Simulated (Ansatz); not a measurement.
## SnSe: moving Se off its site

SnSe, Fm-3m, a = 5.946 Å. This isn't the usual stable structure of the compound. Ansatz: PBEsol, PAW, 420 eV, Γ-centred 8×8×8 mesh on 2 atoms, Gaussian smearing 0.05 eV; no spin polarisation.

```xyz
2
Lattice="0.0000 2.9728 2.9728 2.9728 0.0000 2.9728 2.9728 2.9728 0.0000" Properties=species:S:1:pos:R:3 pbc="T T T"
Sn    0.0000    0.0000    0.0000
Se    2.9728    2.9728    2.9728
```

Atom 2 (Se) moves by x along the unit vector (0.000, 0.000, -1.000), with its periodic images; all else is held. y is the free energy of the cell over the start, F the force along the path summed over the moved atoms. Symmetry makes y even in x.

| x (Å) | y (meV) | F (eV/Å) |
| --- | --- | --- |
| -0.3000 | 46.05 | 0.50 |
| -0.1500 | 5.78 | 0.10 |
| 0.0000 | 0.00 | 0.00 |
| 0.0375 | 0.24 | -0.01 |
| 0.0750 | 1.06 | -0.03 |
| 0.1125 | 2.75 | -0.06 |
| 0.1875 | ? | ? |
| 0.2250 | 18.54 | -0.25 |
| 0.2625 | 29.95 | -0.36 |

**Question.** Fit y = c2 x² + c4 x⁴ to the energies of the other rows, give the force constant, and predict energy and force of the missing row.

**Answer.** Least squares on the rows shown. y = 176.16 x² + 3734.7 x⁴. The force constant is 2 c2 = 0.352 eV/Å² (for all images moving together, not for a lone atom). With two atoms in a cubic cell this is the optical mode at Γ without the LO field: ω = 521.5 √(2 c2/μ) = 45 cm⁻¹ for μ = 47.42 u. The force −dy/dx at the missing row is -0.16 eV/Å (computed -0.17). With a term in x⁶ added, the coefficient of x² becomes 166.3, 6 % less, which shows how far this figure hangs on the form. At x = 0.1875 the fit asked for gives 10.81 meV. The run gave 10.78 meV, so the fit is 0.03 meV too high, within the rms miss on the fitted rows (0.06 meV).